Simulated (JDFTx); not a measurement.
# CsPbCl3 under changes of volume

One of the cells (35.217 Å³/atom); the others are scaled copies at fixed shape and fractional positions:

```
Pb Cs Cl
1.0
     5.60500    0.00000    0.00000
     0.00000    5.60500    0.00000
     0.00000    0.00000    5.60500
Pb Cs Cl
1 1 3
Direct
  0.50000 0.50000 0.50000
  0.00000 0.00000 0.00000
  0.50000 0.00000 0.50000
  0.00000 0.50000 0.50000
  0.50000 0.50000 0.00000
```

| Property | Result |
| --- | --- |
| Program | JDFTx 1.7.0 (patched build) |
| Functional | PBEsol |
| Potentials or basis | PseudoDojo-SR-PBEsol-0.4.1-standard with smoothed tails |
| Cutoff | 789 eV |
| Density cutoff | 6313 eV |
| k mesh | 5 × 5 × 5 |
| Occupations | fermi-dirac, width 0.05 eV |
| Spin | no spin polarisation |

```csv
volume (Å³/atom),energy over the lowest point (meV/atom),pressure (GPa),gap on the mesh (eV)
33.104,13.69,2.0,2.71
33.809,6.39,1.3,2.76
34.513,1.92,0.7,2.81
35.217,0.00,0.2,2.86
35.922,?,?,?
36.626,2.70,-0.8,2.94
37.330,6.86,-1.2,2.98
```

**Question.** What does the run at 35.922 Å³/atom give?

**Answer.** Energy over the lowest point 0.34 meV/atom; pressure -0.3 GPa; gap on the mesh 2.90 eV.

Worked out: A Birch-Murnaghan fit of order 3 (a polynomial in V^(-2/3)) to the other rows has its minimum at 35.46 Å³/atom with B0 = V·E''(V) = 25 GPa and B' = 4.7. It gives 0.34 meV/atom at 35.922 Å³/atom, against the run's 0.34, and -dE/dV = -0.3 GPa, against -0.3. A straight line through the other rows of the gap, of slope 2.24 eV per unit of ln V (its deformation potential), gives 2.90 eV, against the run's 2.90.

Energies are extrapolated to zero smearing.

Caveats: spin-orbit coupling is left out, which as a rule narrows the gap of such compounds by several tenths of an eV; an odd mesh through Γ misses points on the zone boundary, where band edges often lie.
